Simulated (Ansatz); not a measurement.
# CuO (Tenorite) (Cc) in Ansatz: notebook

Runs on CuO (Tenorite). Level: PBE. Tasks: density of states, electric field gradients.

All numbers are computed with Ansatz 0.2.0; they aren't measurements. Logs are shortened: lines on timing, memory, paths and dates and some standing lists are left out, and cuts for length are marked.

**1. The structure**

It takes space group Cc (No. 9, monoclinic). Conventional cell: a = 4.689 Å, b = 3.427 Å, c = 5.132 Å, α = 90.00°, β = 99.65°, γ = 90.00°. Around Cu (site symmetry 1) lie 4 O at 1.91 to 2.02 Å. O (site symmetry 1) has 4 Cu at 1.91 to 2.02 Å as nearest neighbours.

**2. Density of states, PBE**

File input.yaml:

```yaml
crystal:
  lattice:
    - [2.34465, -1.7134, 0.0]
    - [2.34465, 1.7134, 0.0]
    - [-0.8605543552, 0.0, 5.0594363927]
  atoms:
    - { symbol: Cu, position: [0.4968, 0.0032, 0.5] }
    - { symbol: Cu, position: [0.0032, 0.4968, 0.0] }
    - { symbol: O, position: [0.4056, 0.5714, 0.7537] }
    - { symbol: O, position: [0.5714, 0.4056, 0.2537] }
kpoints:
  mp_grid: { grid: [10, 10, 5] }
scf:
  occupations: { method: fermi_dirac, width: 0.05 }
hamiltonian:
  xc: pbe
  pseudopotentials: { kind: all_electron, datasets: crystal }
output:
  forces: true
  stress: true
  eigenvalues: true
  dos: { projected: false, de: 0.2, e_range: [-10, 8] }
  elf: true
  volumetric_format: npy
```

Potentials or basis: all-electron PAW datasets made for the crystal.

Started as:

```bash
$ ansatz run input.yaml --threads 2 --pin off --max-ram 6144MiB --backend cpu --events-out ev --progress --plain --runs-dir out
```

Log:

```text
Warning: RAYON_NUM_THREADS=2 ignored (pool sized by the plan → 2); use --threads N
hamiltonian.pseudopotentials.datasets: crystal makes datasets for this crystal and solves the spheres of its atoms anew in each pass: cutoff 520.0 eV, the density's 2080.0 eV; for an error of 0.50 meV an atom under PBE, 2.0 meV for the cell; an energy difference from a run of another recipe may be off by several times the error for the cell, under r2SCAN by more, where some 0.1 meV an atom stays at smaller errors; O in spheres of 0.873 Å, 6 of its electrons in bands; Cu in spheres of 1.032 Å, 11 of its electrons in bands, 8 on its site; only band paths and densities of states list, in semicore columns, the levels of the semicore shells that are solved separately: 3s of Cu, 3p of Cu
Engine: ansatz 0.2.0, aarch64-unknown-linux-gnu
Pseudopotentials: kind: all_electron
Pseudopotential: Cu, paw, valence charge 19, recommended cutoff 520 eV (normal), crystal/all_electron/pbe/scalar/gaussian/Cu, Koelling and Harmon's equation, gaussian nucleus
Pseudopotential: O, paw, valence charge 6, recommended cutoff 520 eV (normal), crystal/all_electron/pbe/scalar/gaussian/O, Koelling and Harmon's equation, gaussian nucleus
Functional definition: PBE
  parameter kappa = 0.804
  parameter beta = 0.06672455060314922
  exchange = pbe_x(kappa = kappa, mu = beta*pi^2/3)
  correlation = pbe_c(beta = beta)
Crystal: 4 atoms, lattice volume = 40.651 Å³
Basis set: ecut = 520 eV, 1129 PW (Γ), exchange–correlation on 48×48×80 points (8 copies of the dense FFT grid, shifted against one another)
Bands: 21, of which v1, the nominal top of the filled ones, is band 17 counted from 1 (16 counted from 0)
Symmetry: 2 space group operations
Space group: Cc (ITA 9), of the structure as read, at distance tolerance 3.4e-5 Å
k-points: 141 of 500 (time reversal used)
Non-local potential: Cu, projectors of the file, l = 0: 1, l = 1: 1, l = 2: 2
Non-local potential: O, projectors of the file, l = 0: 1, l = 1: 2
PAW form: soft (Blöchl's): semilocal exchange-correlation on the pseudo side does not see the compensation charge
PAW one-centre angular grid: Cu, 590 points (default); XC on its mesh's 1831 points in the sphere
PAW one-centre angular grid: O, 110 points (default); XC on its mesh's 1899 points in the sphere
Initial density: superposition of atomic densities (neutral atoms: chi_scale 0, normalization atom)
Initial wavefunctions: pseudopotential atomic-orbital guess
Functional: x = pbe(κ = 0.804, μ = 0.2195149727645171), c = pbe(β = 0.06672455060314922)
iter 1 solved again at ethr=8.42e-2 eV; its pass at ethr=1.00e-1 eV (dr2=2.86e1 eV) is discarded
SCF iter   1: F=—  HF=-94168.456208 eV  |F-HF|=—  |Δ(HF+E_count)|=         —  Δρ=2.80e-1  dr2=2.91e1  ethr=8.42e-2  ⟨swp⟩=2.0  Hψ=14718  notcnv=0
preconditioner: auto → Kerker (q_TF=auto, 2.648 Å⁻¹)  [metal: Δε(μ)=0.002 eV  Ē_g=9.975 eV  σ=0.050 eV  W_gap=0.01  n_scr=12 (ndim 8)  ℏωp=34.0 eV  f_vac=0.000  D(μ)=4.19/eV (n_scr^D=48)]
SCF iter   2: F=—  HF=-94164.177149 eV  |F-HF|=—  |Δ(HF+E_count)|=    4.28e0  Δρ=1.32e-1  dr2=3.27e0  ethr=8.42e-2  ⟨swp⟩=3.1  Hψ=7716  notcnv=0  defer=5
SCF iter   3: F=—  HF=-94162.674946 eV  |F-HF|=—  |Δ(HF+E_count)|=    1.50e0  Δρ=4.74e-2  dr2=9.62e-1  ethr=9.62e-3  ⟨swp⟩=3.0  Hψ=7607  notcnv=0  defer=1
SCF iter   4: F=—  HF=-94162.459151 eV  |F-HF|=—  |Δ(HF+E_count)|=   2.16e-1  Δρ=2.46e-2  dr2=9.81e-2  ethr=2.83e-3  ⟨swp⟩=2.7  Hψ=6042  notcnv=0  defer=11
SCF iter   5: F=—  HF=-94162.453637 eV  |F-HF|=—  |Δ(HF+E_count)|=   5.51e-3  Δρ=1.29e-2  dr2=3.24e-2  ethr=2.88e-4  ⟨swp⟩=2.5  Hψ=7412  notcnv=0  defer=36
iter 6 solved again at ethr=3.80e-6 eV; its pass at ethr=9.52e-5 eV (dr2=1.29e-3 eV) is discarded
SCF iter   6: F=—  HF=-94162.452683 eV  |F-HF|=—  |Δ(HF+E_count)|=   9.53e-4  Δρ=2.15e-3  dr2=1.32e-3  ethr=3.80e-6  ⟨swp⟩=2.2  Hψ=12887  notcnv=0  defer=24
SCF iter   7: F=—  HF=-94162.452613 eV  |F-HF|=—  |Δ(HF+E_count)|=   6.98e-5  Δρ=6.96e-4  dr2=2.34e-4  ethr=3.80e-6  ⟨swp⟩=2.4  Hψ=5555  notcnv=0  defer=7
SCF iter   8: F=—  HF=-94162.452675 eV  |F-HF|=—  |Δ(HF+E_count)|=   6.13e-5  Δρ=4.03e-4  dr2=4.87e-5  ethr=6.88e-7  ⟨swp⟩=2.3  Hψ=5505  notcnv=0  defer=7
SCF iter   9: F=—  HF=-94162.452671 eV  |F-HF|=—  |Δ(HF+E_count)|=   3.26e-6  Δρ=5.34e-5  dr2=1.14e-6  ethr=1.43e-7  ⟨swp⟩=3.1  Hψ=6469  notcnv=0  defer=6
SCF iter  10: F=—  HF=-94162.452672 eV  |F-HF|=—  |Δ(HF+E_count)|=   2.96e-8  Δρ=4.83e-5  dr2=8.06e-7  ethr=3.35e-9  ⟨swp⟩=3.0  Hψ=6285  notcnv=0  defer=5
SCF iter  11: F=-94162.452671 eV  HF=-94162.452671 eV  |F-HF|=4.70e-9  |Δ(HF+E_count)|=   9.70e-8  Δρ=6.56e-6  dr2=1.62e-8  ethr=2.37e-9  ⟨swp⟩=2.6  Hψ=5558  notcnv=0  defer=2
SCF 1 converged in 11 iterations: F = -94162.452674 eV  dr2 = 1.62e-8
  Residual-converged pass: ⟨swp⟩=3.9  Hψ=8337  notcnv=0  max |occ|·‖R‖ = 6.5e-6 eV (tolerance 6.7e-6 eV)  dr2=1.38e-8  dr2_onsite=6.26e-9  max |Δocc| = 3.5e-10
SCF converged after 11 iterations
Free energy (F): -94162.452674 eV
Harris-Foulkes:  -94162.452674 eV  (|F-HF|=4.70e-9)
Internal energy: -94162.433536 eV  (E = F + TS)
E sigma→0 (E₀):  -94162.443105 eV
Entropy (-TS):   -0.019139 eV (-4.785 meV/atom)
Past the cutoff: the bands carry plane waves up to 1.75 times it, of which those up to 1.5 times it add -0.000144 eV an atom, each by itself; the spheres take 0.000112 eV an atom off the energy for waves past 1.75 times it
By the cutoff:   a pressure is off by up to 0.007 GPa (1.2 times the spheres' own share and the shells' term, over an atom's volume, and 0.004 GPa: a bound that held against runs at twice the plane waves)
Past the cutoffs: a stress includes 0.0039 GPa for waves and charges beyond them, in addition to the slope of what the spheres take
In the spheres:  the bands' charges fall short by 2.2e-6 e at most (sound up to 1e-3), those of shells solved beside the bands by 1.5e-7 e (sound up to 5e-4)
Fermi energy:    12.144060 eV
--- Per-component energies (eV) ---
  E_band       = 236.068190
  E_kinetic    = 710.698382
  E_local      = -7724.592170  (includes V_loc(G=0)·N_el)
  E_nonlocal   = 349.896371
  E_hartree    = 3714.951382
  E_xc         = -278.820761
  E_vxc        = -333.821674  (∫ρ·V_xc dr)
  E_paw        = -97106.684446  (= ΣΔE_a)
  E_vpaw       = -13124.965929  (= ΣTr[D̂ρ^β])
  E_ewald      = -6756.837377
  E_smearing   = -0.019139  (= −TS)
  E_closure    = 12928.955083  (closes the sum)
  Σ components = -94162.452674   (vs F -94162.452674, Δ=0.00e0)
  The terms above E_closure are by the made datasets' own strengths, without shells solved beside the bands.
--- Forces (eV/Å), atoms counted from 1 ---
  atom   1  Cu    -0.63003204    -0.34784120     0.24420033
  atom   2  Cu    -0.63003204     0.34784120     0.24420033
  atom   3  O      0.63002507    -0.30376066    -0.24419727
  atom   4  O      0.63002507     0.30376066    -0.24419727
  max |Σ_I F_I| component: 1.39e-5 eV/Å
--- Stress (GPa, compression-positive) ---
        5.484634       0.000000      -1.772512
        0.000000       6.608044       0.000000
       -1.772512       0.000000       4.930978
  P = ⅓ Tr σ = 5.6746 GPa (56.746 kbar)
  It holds what live shells' own plane waves past their cutoff add
--- Band table (eV; the first three rows and the last of 141) ---
  k-point 0: bands = ["-7.8142", "-6.4939", "3.9657", "6.5782", "6.9378", "8.7478", "8.8198", "8.8911", "9.0786", "9.3671", "9.4456", "9.6135", "9.8163", "9.9222", "10.0040", "10.4929", "12.3530", "13.0599", "13.8066"]
  k-point 1: bands = ["-7.7074", "-6.6452", "4.3394", "6.6626", "6.9580", "8.1187", "8.5048", "8.5794", "9.1582", "9.3165", "9.6126", "9.6768", "9.8706", "10.0554", "10.2956", "10.3941", "12.3220", "12.9130", "14.3416"]
  k-point 2: bands = ["-7.4124", "-7.0101", "5.3433", "6.6344", "6.8817", "7.1430", "8.0984", "8.1401", "9.3232", "9.4057", "9.7120", "9.7477", "9.8345", "10.0341", "10.5363", "10.6545", "12.2957", "12.5595", "15.4458"]
  k-point 140: bands = ["-6.4268", "-6.3186", "5.2838", "5.7829", "6.4679", "6.5412", "6.9556", "7.3405", "9.2938", "9.5824", "9.8870", "9.9074", "10.3988", "10.4083", "10.7936", "10.8903", "11.4640", "12.1098", "16.7572"]
```

Wall time 37 s (2 threads of Arm Neoverse V2, shared host); peak memory 1.3 GiB.

What came out:

| Item | Value |
| --- | --- |
| Free energy | -94162.4527 eV |
| Pressure | 5.7 GPa |
| Largest force | 0.760 eV/Å |
| Band gap on the k mesh | none (metal or under the smearing width) |

Forces in eV/Å, atoms in the order of the input:
```
Cu  -0.630 -0.348  0.244
Cu  -0.630  0.348  0.244
O    0.630 -0.304 -0.244
O    0.630  0.304 -0.244
```

States per cell in windows of 1 eV (zero at the Fermi level; states under -8 eV left out):
```csv
from (eV),total
-8.0,1.03
-7.0,2.68
-6.0,4.52
-5.0,2.89
-4.0,1.06
-3.0,9.79
-2.0,6.09
-1.0,1.92
0.0,2.01
1.0,0.01
2.0,0.09
3.0,0.28
4.0,0.86
5.0,1.44
6.0,1.31
7.0,0.25
```

Caveat: the program warned that the printed levels may be off, so bands, gaps and densities of states are rough; the run has no spin polarisation, though such a crystal can be magnetic; semilocal functionals often make such compounds metallic where correlation or magnetic order opens a gap, which also shifts bond lengths. With open d or f shells a metallic result of PBE can be an artefact of self-interaction; +U or a hybrid may open a gap.

**3. Electric field gradients, PBE**

input.yaml: that of step 2 with these lines changed.

```diff
@@ -21,3 +21,3 @@
   eigenvalues: true
-  dos: { projected: false, de: 0.2, e_range: [-10, 8] }
+  efg: {}
   elf: true
```

Potentials or basis: all-electron PAW datasets made for the crystal.

Started as:

```bash
$ ansatz run input.yaml --threads 2 --pin off --max-ram 6144MiB --backend cpu --events-out ev --progress --plain --runs-dir out
```

Log:

```text
Warning: RAYON_NUM_THREADS=2 ignored (pool sized by the plan → 2); use --threads N
hamiltonian.pseudopotentials.datasets: crystal makes datasets for this crystal and solves the spheres of its atoms anew in each pass: cutoff 520.0 eV, the density's 2080.0 eV; for an error of 0.50 meV an atom under PBE, 2.0 meV for the cell; an energy difference from a run of another recipe may be off by several times the error for the cell, under r2SCAN by more, where some 0.1 meV an atom stays at smaller errors; O in spheres of 0.873 Å, 6 of its electrons in bands; Cu in spheres of 1.032 Å, 11 of its electrons in bands, 8 on its site; only band paths and densities of states list, in semicore columns, the levels of the semicore shells that are solved separately: 3s of Cu, 3p of Cu
[... 9 set-up lines as earlier in the session ...]
Crystal: 4 atoms, lattice volume = 40.651 Å³
Basis set: ecut = 520 eV, 1129 PW (Γ), exchange–correlation on 48×48×80 points (8 copies of the dense FFT grid, shifted against one another)
Bands: 21, of which v1, the nominal top of the filled ones, is band 17 counted from 1 (16 counted from 0)
[... 53 lines left out ...]
  The terms above E_closure are by the made datasets' own strengths, without shells solved beside the bands.
--- Forces (eV/Å), atoms counted from 1 ---
  atom   1  Cu    -0.63003204    -0.34784120     0.24420033
  atom   2  Cu    -0.63003204     0.34784120     0.24420033
  atom   3  O      0.63002507    -0.30376066    -0.24419727
  atom   4  O      0.63002507     0.30376066    -0.24419727
  max |Σ_I F_I| component: 1.39e-5 eV/Å
--- Stress (GPa, compression-positive) ---
        5.484634       0.000000      -1.772512
        0.000000       6.608044       0.000000
       -1.772512       0.000000       4.930978
  P = ⅓ Tr σ = 5.6746 GPa (56.746 kbar)
  It holds what live shells' own plane waves past their cutoff add
--- PAW observables at the nuclei: V_zz in 10²¹ V/m², potentials from the cell's mean, atoms counted from 1 ---
  atom   1  Cu V_zz =    -2.554767   η = 0.0561   by run symmetry: allowed
            electrostatic potential = -3757.258955 V   contact ρ = 147623.339259 e/Å³
  atom   2  Cu V_zz =    -2.554767   η = 0.0561   by run symmetry: allowed
            electrostatic potential = -3757.258955 V   contact ρ = 147623.339259 e/Å³
  atom   3  O  V_zz =    +3.054840   η = 0.7465   by run symmetry: allowed
            electrostatic potential = -625.342605 V   contact ρ = 2160.257080 e/Å³
  atom   4  O  V_zz =    +3.054840   η = 0.7465   by run symmetry: allowed
            electrostatic potential = -625.342605 V   contact ρ = 2160.257080 e/Å³
--- Band table (eV; the first three rows and the last of 141) ---
  k-point 0: bands = ["-7.8142", "-6.4939", "3.9657", "6.5782", "6.9378", "8.7478", "8.8198", "8.8911", "9.0786", "9.3671", "9.4456", "9.6135", "9.8163", "9.9222", "10.0040", "10.4929", "12.3530", "13.0599", "13.8066"]
  k-point 1: bands = ["-7.7074", "-6.6452", "4.3394", "6.6626", "6.9580", "8.1187", "8.5048", "8.5794", "9.1582", "9.3165", "9.6126", "9.6768", "9.8706", "10.0554", "10.2956", "10.3941", "12.3220", "12.9130", "14.3416"]
  k-point 2: bands = ["-7.4124", "-7.0101", "5.3433", "6.6344", "6.8817", "7.1430", "8.0984", "8.1401", "9.3232", "9.4057", "9.7120", "9.7477", "9.8345", "10.0341", "10.5363", "10.6545", "12.2957", "12.5595", "15.4458"]
  k-point 140: bands = ["-6.4268", "-6.3186", "5.2838", "5.7829", "6.4679", "6.5412", "6.9556", "7.3405", "9.2938", "9.5824", "9.8870", "9.9074", "10.3988", "10.4083", "10.7936", "10.8903", "11.4640", "12.1098", "16.7572"]
```

Wall time 34 s (2 threads of Arm Neoverse V2, shared host); peak memory 1.3 GiB.

Results:

| Property | Result |
| --- | --- |
| Free energy | -94162.4527 eV |
| Pressure | 5.7 GPa |
| Largest force | 0.760 eV/Å |
| Band gap on the k mesh | none (metal or under the smearing width) |

Forces on the atoms (eV/Å):
```
Cu  -0.630 -0.348  0.244
Cu  -0.630  0.348  0.244
O    0.630 -0.304 -0.244
O    0.630  0.304 -0.244
```

Levels at points of the mesh, in eV from the Fermi level:
| k point | band 13 | band 14 | band 15 | band 16 | band 17 | band 18 | band 19 |
| --- | --- | --- | --- | --- | --- | --- | --- |
| (0.00, 0.00, 0.00) | -2.33 | -2.22 | -2.14 | -1.65 | 0.21 | 0.92 | 1.66 |
| (0.00, -0.50, 0.00) | -2.05 | -1.61 | -1.51 | -1.41 | -0.03 | 0.29 | 4.84 |
| (-0.50, -0.50, 0.00) | -2.14 | -2.12 | -1.66 | -1.23 | -0.66 | 1.06 | 3.32 |

Caveat: the run has no spin polarisation, though such a crystal can be magnetic; semilocal functionals often make such compounds metallic where correlation or magnetic order opens a gap, which also shifts bond lengths. With open d or f shells a metallic result of PBE can be an artefact of self-interaction; +U or a hybrid may open a gap.

**4. Density of states, PBE**

input.yaml: that of step 3 with these lines changed.

```diff
@@ -21,3 +21,3 @@
   eigenvalues: true
-  efg: {}
+  dos: { projected: false, de: 0.2, e_range: [-14, 10] }
   elf: true
```

Started as:

```bash
$ ansatz run input.yaml --threads 2 --pin off --max-ram 6144MiB --backend cpu --events-out ev --progress --plain --runs-dir out
```

It took 37 s on 2 threads of Arm Neoverse V2, shared host; peak memory 1.3 GiB.

Results (log left out):

```
Free energy            : -94162.4527 eV
Pressure               : 5.7 GPa
Largest force          : 0.760 eV/Å
Band gap on the k mesh : none (metal or under the smearing width)
```

Forces on the atoms (eV/Å):
```
Cu  -0.630 -0.348  0.244
Cu  -0.630  0.348  0.244
O    0.630 -0.304 -0.244
O    0.630  0.304 -0.244
```

Stress tensor (GPa, compression positive):
```
 5.48  0.00 -1.77
 0.00  6.61  0.00
-1.77  0.00  4.93
```

Levels at points of the mesh, in eV from the Fermi level:
| k point | band 13 | band 14 | band 15 | band 16 | band 17 | band 18 | band 19 |
| --- | --- | --- | --- | --- | --- | --- | --- |
| (0.00, 0.00, 0.00) | -2.33 | -2.22 | -2.14 | -1.65 | 0.21 | 0.92 | 1.66 |
| (0.00, -0.50, 0.00) | -2.05 | -1.61 | -1.51 | -1.41 | -0.03 | 0.29 | 4.84 |
| (-0.50, -0.50, 0.00) | -2.14 | -2.12 | -1.66 | -1.23 | -0.66 | 1.06 | 3.32 |

States per cell in windows of 1 eV (zero at the Fermi level; states under -8 eV left out):
```tsv
from (eV)	total
-8.0	1.03
-7.0	2.68
-6.0	4.52
-5.0	2.89
-4.0	1.06
-3.0	9.79
-2.0	6.09
-1.0	1.92
0.0	2.01
1.0	0.01
2.0	0.09
3.0	0.28
4.0	0.86
5.0	1.44
6.0	1.31
7.0	0.25
```

Caveat: the program warned that the printed levels may be off, so bands, gaps and densities of states are rough; the run has no spin polarisation, though such a crystal can be magnetic; semilocal functionals often make such compounds metallic where correlation or magnetic order opens a gap, which also shifts bond lengths. With open d or f shells a metallic result of PBE can be an artefact of self-interaction; +U or a hybrid may open a gap.
